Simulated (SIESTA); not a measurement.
# WC (Qusongite) under changes of volume

One of the cells (10.584 Å³/atom); the others are scaled copies at fixed shape and fractional positions:

```
W C
1.0
     2.92575    0.00000    0.00000
    -1.46287    2.53377    0.00000
     0.00000    0.00000    2.85539
W C
1 1
Direct
  0.00000 0.00000 0.00000
  0.66667 0.33333 0.50000
```

```yaml
Program: SIESTA 5.4.2
Functional: PBE
Potentials_or_basis: PseudoDojo 0.4 standard (PBE files)
Basis: DZP (energy shift 0.002 Ry)
Grid_cutoff: 800 Ry
Energy_shift: 0.002 Ry
k_mesh: 10 × 10 × 9
Occupations: fermi-dirac, width 0.05 eV
Spin: no spin polarisation
```

```tsv
volume (Å³/atom)	energy over the lowest point (meV/atom)	pressure (GPa)
9.754	?	?
9.961	62.15	30.4
10.169	29.55	20.2
10.584	0.00	3.1
10.791	0.88	-4.3
10.999	10.86	-10.9
```

Q: What does the run at 9.754 Å³/atom give?

A: Energy over the lowest point 108.66 meV/atom; pressure 41.5 GPa.

Worked out: A Birch-Murnaghan fit of order 3 (a polynomial in V^(-2/3)) to the other rows has its minimum at 10.67 Å³/atom with B0 = V·E''(V) = 384 GPa and B' = 3.9 at fixed shape and positions, which overstates the stiffness. It gives 108.05 meV/atom at 9.754 Å³/atom, against the run's 108.66, and -dE/dV = 41.1 GPa, against 41.5.

Energies are extrapolated to zero smearing.

Caveats: semicore shells carry a single zeta, which can move pressures by several GPa and volumes by a few percent; the basis of atomic orbitals isn't converged, which shifts pressures, moduli and gaps.
